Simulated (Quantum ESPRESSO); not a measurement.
Crystal: MgO.

```xyz
2
Lattice="0.0000 2.0970 2.0970 2.0970 0.0000 2.0970 2.0970 2.0970 0.0000" Properties=species:S:1:pos:R:3 pbc="T T T"
Mg    0.0000    0.0000    0.0000
O     2.0970    2.0970    2.0970
```

The cell is a database's computed one.

Base run:

* Program: Quantum ESPRESSO 7.5
* Functional: AM05
* Potentials or basis: SG15 PBE 1.2
* Cutoff: 1197 eV
* Density cutoff: 4789 eV
* k mesh: 11 × 11 × 11
* Occupations: fermi-dirac, width 0.05 eV
* Spin: no spin polarisation

Its results: band gap on the k mesh 4.76 eV, direct; pressure 4.6 GPa.

Task: After a change of settings the same cell gave: band gap on the k mesh 5.05 eV, direct; pressure 11.7 GPa. Which change was it?
A. functional from AM05 to rPW86PBE; dispersion from none to rVV10
B. functional from AM05 to revPBE
C. functional from AM05 to LDA
D. functional from AM05 to PBE

Result: B.

revPBE binds less tightly than AM05, so the same cell stands under more pressure.

Caveats: the potentials were made for another functional, which shifts forces and pressure.
